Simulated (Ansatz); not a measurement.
Crystal: Ga.

```
Ga
1.0
     2.71648    0.00000    0.00000
     0.00000    2.71648    0.00000
     0.00000    0.00000    2.71648
Ga
1
Direct
  0.00000 0.00000 0.00000
```

The cell was built by a generator and needn't be a form met in nature.

Base run:

- Program: Ansatz 0.2.0
- Functional: LDA
- Potentials or basis: Ansatz PAW
- Cutoff: 420 eV (not typed: the program's choice for these potentials)
- k mesh: 7 × 7 × 7
- Occupations: fermi-dirac, width 0.05 eV
- Spin: spin-orbit coupling, no magnetisation

Its results: band gap on the k mesh none (metal or under the smearing width); pressure -5.7 GPa.

Q: The run is repeated on the same cell with these changes: functional from LDA to PBEsol. What comes out?

A: Band gap on the k mesh none (metal or under the smearing width); pressure -4.1 GPa.

PBEsol binds less tightly than LDA, so the same cell stands under more pressure.

Caveats: the PAW data sets come from PBE, with cores solved anew for the run's functional, which leaves a small shift of forces and pressure.
